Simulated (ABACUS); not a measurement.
# BeTe (F-43m) in ABACUS: reference runs

Aim: a first look at BeTe with PBEsol, on the cell as given.

Everything below comes from runs of ABACUS 3.10.1. Logs are shortened: lines on timing, memory, paths and dates and some standing lists are left out, and cuts for length are marked.

### Step 1. The crystal as given

It takes space group F-43m (No. 216, cubic). Conventional cell: a = 5.540 Å, b = 5.540 Å, c = 5.540 Å, α = 90.00°, β = 90.00°, γ = 90.00°. Te (site symmetry -43m) has 4 Be at 2.40 Å as nearest neighbours. Be (site symmetry -43m) has 4 Te at 2.40 Å as nearest neighbours.

### Step 2. Single point, PBEsol

File INPUT:

```
INPUT_PARAMETERS
suffix              BeTe
calculation         scf
basis_type          pw
pseudo_dir          ./
symmetry            1
dft_functional      pbesol
ecutwfc             89
pseudo_rcut         7
nspin               1
nbands              14
ks_solver           dav
smearing_method     fd
smearing_sigma      0.00367493
scf_thr             1e-08
scf_nmax            100
mixing_type         broyden
mixing_beta         0.7
cal_force           1
cal_stress          1
kpar                4
```

File STRU:

```
ATOMIC_SPECIES
Te 127.6000 Te.upf
Be 9.0122 Be.upf

LATTICE_CONSTANT
1.8897261246

LATTICE_VECTORS
0.0000000000 2.7700000000 2.7700000000
2.7700000000 0.0000000000 2.7700000000
2.7700000000 2.7700000000 0.0000000000

ATOMIC_POSITIONS
Direct

Te
0.0
1
0.7500000000 0.7500000000 0.7500000000 1 1 1

Be
0.0
1
0.0000000000 0.0000000000 0.0000000000 1 1 1
```

File KPT:

```
K_POINTS
0
Gamma
8 8 8 0 0 0
```

Potentials or basis: PseudoDojo NC SR 0.4.1 PBEsol standard, plane waves.

Run with:

```console
> OMP_NUM_THREADS=1 mpirun -np 4 abacus > log
```

running log:

```text
ABACUS v3.10.1

               Atomic-orbital Based Ab-initio Computation at UStc

 ------------------------------------------------------------------------------------

 READING GENERAL INFORMATION
                           global_out_dir = OUT.BeTe/
                           global_in_card = INPUT
                               pseudo_dir = ./
                              orbital_dir =
                                    DSIZE = 4
                                    GSIZE = 1

 READING UNITCELL INFORMATION
                                    ntype = 2
                  lattice constant (Bohr) = 1.88973
              lattice constant (Angstrom) = 1

 READING ATOM TYPE 1
                               atom label = Te
                      L=0, number of zeta = 1
                      L=1, number of zeta = 1
                      L=2, number of zeta = 1
             number of atom for this type = 1

 READING ATOM TYPE 2
                               atom label = Be
                      L=0, number of zeta = 1
                      L=1, number of zeta = 1
                      L=2, number of zeta = 1
             number of atom for this type = 1

                        TOTAL ATOM NUMBER = 2
DIRECT COORDINATES
    atom                   x                   y                   z     mag                  vx                  vy                  vz
taud_Te1            0.7500000000        0.7500000000        0.7500000000  0.0000        0.0000000000        0.0000000000        0.0000000000
taud_Be1            0.0000000000        0.0000000000        0.0000000000  0.0000        0.0000000000        0.0000000000        0.0000000000

                          Volume (Bohr^3) = 286.857
                             Volume (A^3) = 42.5078

 Lattice vectors: (Cartesian coordinate: in unit of a_0)
                   +0               +2.77               +2.77
                +2.77                  +0               +2.77
                +2.77               +2.77                  +0
 Reciprocal vectors: (Cartesian coordinate: in unit of 2 pi/a_0)
            -0.180505           +0.180505           +0.180505
            +0.180505           -0.180505           +0.180505
            +0.180505           +0.180505           -0.180505
 The esolver type has been set to : ksdft_pw

                PAO radial cut off (Bohr) = 7

 Read in pseudopotential file is Te.upf
                     pseudopotential type = NC
          exchange-correlation functional = PBESOL
                 nonlocal core correction = 1
                        valence electrons = 16
                                     lmax = 2
                           number of zeta = 3
                     number of projectors = 6
                           L of projector = 0
[... 5 lines left out ...]
                PAO radial cut off (Bohr) = 7

 Read in pseudopotential file is Be.upf
                     pseudopotential type = NC
          exchange-correlation functional = PBESOL
                 nonlocal core correction = 0
[... 203 lines left out ...]

 -------------------------------------------
 SELF-CONSISTENT
 -------------------------------------------
                                 init_chg = atomic

 PW ALGORITHM --------------- ION=   1  ELEC=   1--------------------------------
 Notice: Threshold on eigenvalues was too large.
 hsover_error=0.2 > DRHO=0.0386314
 Origin diag ethr = 0.01
 New diag ethr = 0.000193157

 Density error is 0.0388145029333
                          Error Threshold = 0.000193157088785
----------------------------------------------------------
     Energy           Rydberg                 eV
----------------------------------------------------------
 E_KohnSham     -237.1720100144      -3226.8907423082
 E_Harris       -237.0697711940      -3225.4997117946
 E_Fermi        0.6603615971         8.9846804611
----------------------------------------------------------
[... 51 lines left out ...]
 Density error is 3.74590997927e-09
                          Error Threshold = 6.41581549705e-10
----------------------------------------------------------
     Energy           Rydberg                 eV
----------------------------------------------------------
 E_KohnSham     -237.1758521129      -3226.9430167405
 E_KS(sigma->0) -237.1758521129      -3226.9430167402
 E_Harris       -237.1756792584      -3226.9406649344
 E_band         -32.0636382834       -436.2481792653
 E_one_elec     -113.5733377042      -1545.2445336556
 E_Hartree      58.8711162523        800.9826286513
 E_xc           -53.5482679433       -728.5615620594
 E_Ewald        -128.9253627176      -1754.1195496763
 E_entropy(-TS) -0.0000000000        -0.0000000006
 E_descf        0.0000000000         0.0000000000
 E_exx          0.0000000000         0.0000000000
 E_Fermi        0.6762658712         9.2010692113
----------------------------------------------------------

 charge density convergence is achieved
 final etot is -3226.9430167 eV
 EFERMI = 9.2010692113 eV

 STATE ENERGY(eV) AND OCCUPATIONS    NSPIN == 1
 1/8 kpoint (Cartesian) = 0.0000 0.0000 0.0000 (4015 pws)
       1       -91.0641     0.00390625
       2       -28.0093     0.00390625
       3       -28.0093     0.00390625
       4       -28.0093     0.00390625
       5       -27.9936     0.00390625
       6       -27.9936     0.00390625
       7       -4.33729     0.00390625
       8        8.33283     0.00390625
       9        8.33283     0.00390625
      10        8.33283     0.00390625
      11        11.9331    7.26901e-27
      12        11.9331    7.26901e-27
      13        11.9331    7.26901e-27
      14        12.4312    3.42915e-31
[... 66 lines left out ...]
       1       -91.0641      0.0234375
       2       -28.0096      0.0234375
       3       -28.0081      0.0234375
       4       -28.0081      0.0234375
       5       -27.9939      0.0234375
       6       -27.9931      0.0234375
       7       -4.12608      0.0234375
       8        7.20330      0.0234375
       9        7.61182      0.0234375
      10        7.61182      0.0234375
      11        11.5144    1.89093e-22
      12        12.9714    4.17968e-35
      13        12.9714    4.17968e-35
      14        13.4554    2.61335e-39

[... levels at 2 further k points ...]

------------------------------------------------------------------------------------------
 TOTAL-FORCE (eV/Angstrom)
------------------------------------------------------------------------------------------
                       Te1         0.0000000000         0.0000000000         0.0000000000
                       Be1         0.0000000000         0.0000000000         0.0000000000
------------------------------------------------------------------------------------------

----------------------------------------------------------------
 TOTAL-STRESS (KBAR)
----------------------------------------------------------------
        24.0572333634         0.0000000000         0.0000000000
        -0.0000000000        24.0572333634         0.0000000000
        -0.0000000000         0.0000000000        24.0572333634
----------------------------------------------------------------
 TOTAL-PRESSURE: 24.057233 KBAR

 --------------------------------------------
 !FINAL_ETOT_IS -3226.9430167404775602 eV
 --------------------------------------------
```

Wall time 12 s (4 MPI ranks of Intel Xeon Platinum 8259CL at 2.50GHz (Skylake/Cascade Lake), shared host); peak memory 0.36 GiB.

Results:

```yaml
Free_energy: -3226.9430 eV
Pressure: 2.4 GPa
Band_gap_on_the_k_mesh: 1.75 eV, indirect (least direct gap 3.60 eV)
```

Levels at points of the mesh, in eV from the valence-band top:
```
           k point  band 7  band 8  band 9  band 10  band 11  band 12  band 13
(0.00, 0.00, 0.00)  -12.67    0.00    0.00     0.00     3.60     3.60     3.60
(0.50, 0.50, 0.50)  -11.20   -5.88   -1.21    -1.21     3.19     4.57     4.57
(0.50, 0.50, 0.00)  -10.66   -5.38   -2.83    -2.83     1.75     2.57    10.12
```

Caveat: spin-orbit coupling is left out, which moves the levels of the heavy elements. A k mesh can miss the band edges.
